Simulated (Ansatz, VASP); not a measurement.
# Two plane-wave programs on Al

INCAR

```
  PREC = Accurate
  ENCUT = 520
  EDIFF = 1E-7
  ISMEAR = 0
  SIGMA = 0.15
  LREAL = False
  LASPH = True
  NELM = 100
  ALGO = Normal
  ISIF = 2
  LWAVE = False
  LCHARG = False
  GGA = PE
  NBANDS = 8
```

KPOINTS

```
regular mesh
0
Gamma
  22 22 22
```

Contents of POSCAR:

```
Al
1.0
   -1.3929481232      1.3929481232      2.1810781713
    1.3929481232     -1.3929481232      2.1810781713
    1.3929481232      1.3929481232     -2.1810781713
Al
1
Direct
    0.0000000000      0.0000000000      0.0000000000
```

Input for Ansatz:

```yaml
crystal:
  lattice:
    - [-1.3929481232, 1.3929481232, 2.1810781713]
    - [1.3929481232, -1.3929481232, 2.1810781713]
    - [1.3929481232, 1.3929481232, -2.1810781713]
  atoms:
    - { symbol: Al, position: [0.0, 0.0, 0.0] }
basis:
  ecutwfc: 420
kpoints:
  mp_grid: { grid: [22, 22, 22] }
hamiltonian:
  xc: pbe
scf:
  occupations: { method: gaussian, width: 0.15 }
output:
  forces: true
  stress: true
  eigenvalues: true
```

Alike in both runs: task single point; functional PBE; k mesh 22 × 22 × 22; occupations gaussian, width 0.15 eV; no spin polarisation.

|  | VASP | Ansatz |
| --- | --- | --- |
| version | VASP 6.6.1 | Ansatz 0.2.0 |
| potentials or method | VASP PAW PBE potentials, release 64 (Al) | scalar-relativistic, plane waves, PAW |
| plane-wave cutoff (eV) | 520 | 420 |
| valence electrons in the cell | 3 | 3 |

Ansatz gave:

```
gap on the k mesh at the Fermi level (eV)       : none
pressure (GPa)                                  : -1.2
largest component of the traceless stress (GPa) : 3.33
```

Problem. Which values does VASP return?

Solution. gap on the k mesh at the Fermi level (eV): none; pressure (GPa): -1.2; largest component of the traceless stress (GPa): 3.32.

A gap of «none» marks a metal or a gap that the smearing closes. With one functional, cell and mesh, what is left measures potentials, basis and numerics.
